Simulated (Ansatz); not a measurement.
This Cd2Hg3Te5 structure is the end of a relaxation. The cell was found from a structure generator's guess, not taken from experiment.

Level of theory: DFT PBE, scalar-relativistic, plane waves, PAW (Ansatz 0.2.0). Cutoff 420 eV, Γ-centred mesh, Gaussian smearing, no spin polarisation.

```xyz
10
Lattice="2.1704 1.2531 17.7356 -2.1704 1.2531 17.7356 0.0000 -2.5062 17.7356" Properties=species:S:1:pos:R:3 pbc="T T T"
Cd    0.0000    0.0000   31.9295
Cd    0.0000    0.0000   21.2773
Hg    0.0000    0.0000    0.0000
Hg    0.0000    0.0000   10.6323
Hg    0.0000    0.0000   42.5744
Te    0.0000    0.0000   15.9203
Te    0.0000    0.0000   47.9273
Te    0.0000    0.0000   26.6034
Te    0.0000    0.0000    5.2794
Te    0.0000    0.0000   37.2865
```

Energies over the elements count from the elements' standard structures at the same level, with no fitted energy shifts. The references include crystalline Hg.

Task: Find its symmetry and describe it.

Result: R-3m (No. 166), with Cd and Hg ordered on rock salt sites. Conventional cell: a = 4.341 Å, c = 53.207 Å. Cd is surrounded by 6 Te at 3.04–3.05 Å; around Hg on a site of symmetry -3m lie 6 Te at 3.09 Å; Hg on a site of symmetry 3m has 6 Te at 3.07–3.10 Å; around Te on a site of symmetry 3m lie 3 Cd at 3.04 Å and 3 Hg at 3.09 Å; 2 more sites not described.

Task: What is its formation energy per atom?

Result: −0.12 eV/atom. Whether it is stable depends on the other phases of the system, which aren't compared here.

Task: Is it a metal?

Result: Yes, bands cross the Fermi level on the 12×12×12 mesh.

The last run used a 12×12×12 mesh for its 10-atom cell and Gaussian smearing of 0.10 eV. Spin–orbit coupling, which can matter for Hg and Te, is left out. The reference form of Te is held partly by dispersion forces, which this level lacks. Symmetry constrained the relaxation, so the result can be a saddle point.
